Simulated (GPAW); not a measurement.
# Ca (I4/mmm) in GPAW: convergence with density grid spacing (A)

Aim: find how far density grid spacing (A) must go before the results for Ca settle, at PBE. This setting moves, with any that are tied to it; all else stays.

All numbers are computed with GPAW 26.7.0; they aren't measurements. Logs are shortened: lines on timing, memory, paths and dates and some standing lists are left out, and cuts for length are marked. The log counts tension as positive stress, the text compression.

**1. Starting point**

It takes space group I4/mmm (No. 139, tetragonal). Conventional cell: a = 4.410 Å, b = 4.410 Å, c = 4.392 Å, α = 90.00°, β = 90.00°, γ = 90.00°. Around Ca (site symmetry 4/mmm) lie 8 Ca at 3.81 Å.

This isn't the form of Ca at room conditions, which is fcc.

**2. With density grid spacing (A) 0.24**

Input file run.py:

```python
from ase import Atoms
from ase.dft.bandgap import bandgap
from ase.io import write
from ase.units import GPa
from gpaw import GPAW, PW

atoms = Atoms(['Ca'],
              cell=[[-2.2052049036, 2.2052049036, 2.19611481],
                    [2.2052049036, -2.2052049036, 2.19611481],
                    [2.2052049036, 2.2052049036, -2.19611481]],
              scaled_positions=[[0.5, 0.5, 0.0]],
              pbc=True)

calc = GPAW(mode=PW(600),
            h=0.24,
            xc='PBE',
            kpts={'size': (7, 7, 7), 'gamma': True},
            occupations={'name': 'fermi-dirac', 'width': 0.05},
            nbands=12,
            convergence={'density': 1e-05, 'energy': 1e-05},
            maxiter=100,
            txt='gpaw.txt')
atoms.calc = calc
energy = atoms.get_potential_energy()
forces = atoms.get_forces()
stress = atoms.get_stress()
calc.write('gs.gpw')
write('result.traj', atoms)
print(f'Energy: {energy:.6f} eV')
print('Forces (eV/A):')
print(forces.round(4))
print('Stress (GPa):', (stress / GPa).round(3))
print('Fermi level:', round(calc.get_fermi_level(), 4), 'eV')
print(f'Gap: {bandgap(calc)[0]:.4f} eV, direct: {bandgap(calc, direct=True)[0]:.4f} eV')
```

Potentials or basis: GPAW PAW data sets (gpaw-data 1.2.1), pw.

Run with:

```console
$ OMP_NUM_THREADS=1 python run.py
```

It took 7.8 s on 1 thread of Arm Neoverse V1, shared host; peak memory 0.14 GiB.

What came out:

```
Free energy            : -2.0319 eV
Pressure               : -0.1 GPa
Band gap on the k mesh : none (metal or under the smearing width)
```

**3. With density grid spacing (A) 0.2**

Edit run.py of step 2 so:

```diff
@@ -14,3 +14,3 @@
 calc = GPAW(mode=PW(600),
-            h=0.24,
+            h=0.2,
             xc='PBE',
```

Potentials or basis: GPAW PAW data sets (gpaw-data 1.2.1), pw.

Run with:

```console
$ OMP_NUM_THREADS=1 python run.py
```

Wall time 9.6 s (1 thread of Arm Neoverse V1, shared host); peak memory 0.14 GiB.

What came out:

```yaml
Free_energy: -2.0309 eV
Pressure: -0.1 GPa
Band_gap_on_the_k_mesh: none (metal or under the smearing width)
```

**4. With density grid spacing (A) 0.17**

Edit run.py of step 3 so:

```diff
@@ -14,3 +14,3 @@
 calc = GPAW(mode=PW(600),
-            h=0.2,
+            h=0.17,
             xc='PBE',
```

Run with:

```console
$ OMP_NUM_THREADS=1 python run.py
```

Wall time 17 s (1 thread of Arm Neoverse V1, shared host); peak memory 0.15 GiB.

What came out:

* Free energy: -2.0305 eV
* Pressure: -0.1 GPa
* Band gap on the k mesh: none (metal or under the smearing width)

**5. With density grid spacing (A) 0.15**

Edit run.py of step 4 so:

```diff
@@ -14,3 +14,3 @@
 calc = GPAW(mode=PW(600),
-            h=0.17,
+            h=0.15,
             xc='PBE',
```

Run with:

```console
$ OMP_NUM_THREADS=1 python run.py
```

Run time: 23 s. Hardware: 1 thread of Arm Neoverse V1, shared host; peak memory 0.15 GiB.

Results (log left out):

```
Free energy            : -2.0303 eV
Pressure               : -0.1 GPa
Band gap on the k mesh : none (metal or under the smearing width)
```

**6. With density grid spacing (A) 0.13**

Edit run.py of step 5 so:

```diff
@@ -14,3 +14,3 @@
 calc = GPAW(mode=PW(600),
-            h=0.15,
+            h=0.13,
             xc='PBE',
```

Potentials or basis: GPAW PAW data sets (gpaw-data 1.2.1), pw.

Run with:

```console
$ OMP_NUM_THREADS=1 python run.py
```

Wall time 29 s (1 thread of Arm Neoverse V1, shared host); peak memory 0.16 GiB.

Results (log left out):

* Free energy: -2.0302 eV
* Pressure: -0.1 GPa
* Band gap on the k mesh: none (metal or under the smearing width)

**7. With density grid spacing (A) 0.11**

Edit run.py of step 6 so:

```diff
@@ -14,3 +14,3 @@
 calc = GPAW(mode=PW(600),
-            h=0.13,
+            h=0.11,
             xc='PBE',
```

Run with:

```console
$ OMP_NUM_THREADS=1 python run.py
```

Run time: 47 s. Hardware: 1 thread of Arm Neoverse V1, shared host; peak memory 0.18 GiB.

It converged, with:

| Item | Value |
| --- | --- |
| Free energy | -2.0301 eV |
| Pressure | -0.1 GPa |
| Band gap on the k mesh | none (metal or under the smearing width) |

**8. With density grid spacing (A) 0.09**

Edit run.py of step 7 so:

```diff
@@ -14,3 +14,3 @@
 calc = GPAW(mode=PW(600),
-            h=0.11,
+            h=0.09,
             xc='PBE',
```

Potentials or basis: GPAW PAW data sets (gpaw-data 1.2.1), pw.

Run with:

```console
$ OMP_NUM_THREADS=1 python run.py
```

gpaw.txt:

```text
__  _  _
 | _ |_)|_||  |
 |__||  | ||/\| - 26.7.0

Input parameters:
  mode=PW(ecut=600.0),
  convergence={'density': 1e-05, 'energy': 1e-05},
  h=0.09,
  kpts=MonkhorstPack(size=(7, 7, 7), gamma=True),
  maxiter=100,
  nbands=12,
  occupations=Occupations(name='fermi-dirac', width=0.05),
  xc=XC(name='PBE')

Diagonalizing LCAO Hamiltonian
Converting LCAO to pw mode

       Ca

Atoms  # Å, Bohr magnetons
|   | symbol |        x |        y |        z |    initial magnetic moments |
|---|--------|----------|----------|----------|-----------------------------|
| 0 |     Ca | 0.000000 | 0.000000 | 2.196115 | ( 0.0000,  0.0000,  0.0000) |

Unit cell  # Å
| periodic |         x |         y |         z |  lengths |     angles |
|----------|-----------|-----------|-----------|----------|------------|
|      yes | -2.205205 |  2.205205 |  2.196115 | 3.814286 | 109.359847 |
|      yes |  2.205205 | -2.205205 |  2.196115 | 3.814286 | 109.359847 |
|      yes |  2.205205 |  2.205205 | -2.196115 | 3.814286 | 109.694199 |

Number of symmetries: 16
Symmetry operations  # r_c * U_cc + t_c -> r_c
|    | kind |            matrix            |
|----|------|------------------------------|
|  0 |  σ   |  1, 1, 1,  0, 0,-1,  0,-1, 0 |
|  1 |  C4  |  1, 1, 1,  0, 0,-1, -1, 0, 0 |
|  2 |  E   |  1, 0, 0,  0, 1, 0,  0, 0, 1 |
|  3 |  σ   |  1, 0, 0,  0, 1, 0, -1,-1,-1 |
|  4 |  σ   |  0, 1, 0,  1, 0, 0,  0, 0, 1 |
|  5 |  C2  |  0, 1, 0,  1, 0, 0, -1,-1,-1 |
|  6 |  C2  |  0, 0, 1, -1,-1,-1,  1, 0, 0 |
|  7 |  S4  |  0, 0, 1, -1,-1,-1,  0, 1, 0 |
|  8 |  C4  |  0, 0,-1,  1, 1, 1,  0,-1, 0 |
|  9 |  σ   |  0, 0,-1,  1, 1, 1, -1, 0, 0 |
| 10 |  σ   |  0,-1, 0, -1, 0, 0,  1, 1, 1 |
| 11 |  C2  |  0,-1, 0, -1, 0, 0,  0, 0,-1 |
| 12 |  C2  | -1, 0, 0,  0,-1, 0,  1, 1, 1 |
| 13 |  i   | -1, 0, 0,  0,-1, 0,  0, 0,-1 |
| 14 |  S4  | -1,-1,-1,  0, 0, 1,  1, 0, 0 |
| 15 |  C2  | -1,-1,-1,  0, 0, 1,  0, 1, 0 |

BZ-sampling:
  Number of BZ points: 343
  Number of IBZ points: 40

  Monkhorst-Pack size: [7, 7, 7]
  Monkhorst-Pack shift: [0, 0, 0]

[... 71 lines left out ...]
density mixing:
  MSR1-Mixer
  Pratt-step length: 0.05
  Maximum mixing coefficient: 0.75
  Old densities: 10
  SVD Regularization: 0.005
  Good broyden scale: 1.0
  Trust region scale: 1.0
  Backstep threshold: 4.0
  History deletion threshold: 6.0
  Fourier metric: weight=20.0, sigma=0.015

occupation numbers:
  Fermi-Dirac:
    width: 0.0500  # eV

poisson solver:
  ecut: 4800.0  # eV

xc functional:
  name: PBE with 2 nearest neighbor stencil

convergence criteria:
- Maximum integral of absolute [dens]ity change: 1e-05 electrons / valence electron
- Maximum [total energy] change in last 3 cyles: 1e-05 eV / valence electron
- Maximum integral of absolute [eigenst]ate change: 4e-08 eV^2 / valence electron
maximum number of iterations: 100

SCF iterations
|iter     | |      energy | eigst |  dens |
|---------|-|-------------|-------|-------|
|iter:   1| |   -1.899459 | +0.32 |       |
|iter:   2| |   -2.019905 | -1.12 | -1.59 |
|iter:   3| |   -2.023606 | -2.40 | -1.63 |
|iter:   4| |   -2.022013 | -3.39 | -1.79 |
|iter:   5| |   -2.021953 | -3.73 | -2.13 |
|iter:   6| |   -2.022090 | -4.64 | -2.57 |
|iter:   7| |   -2.022093 | -6.07 | -3.35 |
|iter:   8| |   -2.022095c| -6.75 | -3.56 |
|iter:   9| |   -2.022094c| -7.79c| -3.85 |
|iter:  10| |   -2.022094c| -7.59c| -4.07 |
|iter:  11| |   -2.022094c| -8.65c| -5.34c|

Converged in 11 steps
Energy contributions relative to reference atoms: (reference = -18510.869232)

Energy contributions:
  Kinetic:           0.093065
  Coulomb:           2.009537
  Zero:             -0.458562
  External:          0.000000
  Xc:               -3.658142
  Entropy:          -0.015982
  Spinorbit:         0.000000
  ----------------------------
  Free energy:      -2.030085
  Extrapolated:     -2.022094

dipole moment: (-7.287107, -7.287107, 7.257069)  # |e|*Ang

Fermi level: 3.296
Eigenvalues  # (at kpt = [0.000, 0.000, 0.000])
| band index |      eig [eV] | occ [0-2] |
|------------|---------------|-----------|
|          0 |       -38.801 |     2.000 |
|          1 |       -19.741 |     2.000 |
|          2 |       -19.740 |     2.000 |
|          3 |       -19.740 |     2.000 |
|          4 |        -0.742 |     2.000 |
|          5 |         5.552 |     0.000 |
|          6 |         5.570 |     0.000 |
|          7 |         5.570 |     0.000 |
|          8 |         6.570 |     0.000 |
|          9 |         6.593 |     0.000 |
|         10 |        13.396 |     0.000 |
|         11 |        13.426 |     0.000 |

No gap
No difference between direct/indirect transitions

Forces  # eV/Ang
|        x |        y |        z |
|----------|----------|----------|
| -0.00000 | -0.00000 | -0.00000 |  # Ca   0

Stress tensor  # eV/Ang^3
|         x |        y |         z |
|-----------|----------|-----------|
|  0.000627 | 0.000000 | -0.000000 |
|  0.000000 | 0.000627 |  0.000000 |
| -0.000000 | 0.000000 |  0.000939 |

# Writing to gs.gpw (mode='')
```

Wall time 88 s (1 thread of Arm Neoverse V1, shared host); peak memory 0.25 GiB.

Results:

```yaml
Free_energy: -2.0301 eV
Pressure: -0.1 GPa
Band_gap_on_the_k_mesh: none (metal or under the smearing width)
```

**9. The series at a glance**

```
density grid spacing (A)  energy less the tightest run, at zero smearing (meV/atom)  SCF cycles  CPU time (s)  peak memory (GiB)
                    0.24                                                      -1.86          11           7.8               0.14
                     0.2                                                      -0.84          11           9.6               0.14
                    0.17                                                      -0.39          11            17               0.15
                    0.15                                                      -0.23          11            23               0.15
                    0.13                                                      -0.14          11            29               0.16
                    0.11                                                      -0.06          11            47               0.18
                    0.09                                                       0.00          11            88               0.25
```

Against the tightest run, the energy stays within 1 meV/atom from 0.2 on. The tightest run that finished is the yardstick and may itself not be fully converged.
